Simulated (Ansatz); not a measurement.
## LiCl: rattling a relaxed structure

The structure comes from a generated guess, relaxed at this level; another structure or a mixture of phases may lie lower.

These are results of Ansatz 0.2.0, DFT PBE, scalar-relativistic, plane waves, PAW, not measurements. Settings: cutoff 420 eV, Γ-centred mesh 6×6×6 on the computed 6-atom cell, Gaussian smearing of 0.02 eV; no spin polarisation.

The cell below (6 atoms, space group P3_221 (No. 154)) is relaxed within its symmetry.

```xyz
6
Lattice="6.1922 0.0000 0.0000 -3.0961 5.3626 0.0000 0.0000 0.0000 3.7013" Properties=species:S:1:pos:R:3 pbc="T T T"
Li    3.7907    0.0000    2.4676
Li   -1.8954    3.2829    1.2338
Li    1.2007    2.0797    0.0000
Cl    2.2306    0.0000    0.6169
Cl   -1.1153    1.9318    3.0845
Cl    1.9808    3.4308    1.8507
```

For the test a repeat of it with 12 atoms (edges 3.70, 6.19, 10.73 Å) was strained at random (σ = 1.5 % a component), the atoms were moved at random (σ = 0.15 Å), and all was relaxed again on a coarse 4×2×2 mesh (in the run’s order of axes) with 0.10 eV smearing, with no symmetry imposed.

Question: Is the structure stable against such a distortion?

Answer: It returns, within 1 meV/atom of the unmoved cell on that mesh and with the same symmetry when read at 0.1 Å. So it is stable against the distortions that fit this cell and that this random move excites. Modes that don't fit the cell aren't tested. Another cell of LiCl relaxed alike, in Fm-3m, lies 13 meV/atom lower, so this cell isn't the stable form at this level.
